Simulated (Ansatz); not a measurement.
Relax this structure to zero stress and force, keeping its symmetry:

```cif
data_structure
_symmetry_space_group_name_H-M 'Fm-3m'
_symmetry_Int_Tables_number 225
_cell_length_a 6.5470
_cell_length_b 6.5470
_cell_length_c 6.5470
_cell_angle_alpha 90.000
_cell_angle_beta 90.000
_cell_angle_gamma 90.000
_cell_volume 280.63
loop_
_atom_site_label
_atom_site_type_symbol
_atom_site_symmetry_multiplicity
_atom_site_Wyckoff_symbol
_atom_site_fract_x
_atom_site_fract_y
_atom_site_fract_z
_atom_site_occupancy
Na1 Na 8 c 0.25000 0.75000 0.75000 1
S1 S 4 a 0.00000 0.00000 0.00000 1
```

Method: DFT PBE, scalar-relativistic, plane waves, PAW (Ansatz).

Plane waves to 420 eV, a k mesh through Γ of 8×8×8 on the computed 3-atom cell and Gaussian smearing (0.02 eV); no spin polarisation.

Question: What does it relax to?

Answer: The volume increases by 0.23 Å³/atom to 23.61 Å³/atom, and the energy falls by 0.2 meV/atom. Final structure:
Space group Fm-3m (No. 225). a = 6.568 Å, b = 6.568 Å, c = 6.568 Å, α = 90.00°, β = 90.00°, γ = 90.00°
```
atom site symmetry x y z
  Na    8c      -43m  0.2500  0.7500  0.7500
   S    4a m-3m  0.0000  0.0000  0.0000
```

Cost: 1 run of about 0.16 core-minutes, on Arm Neoverse V1 (shared hosts).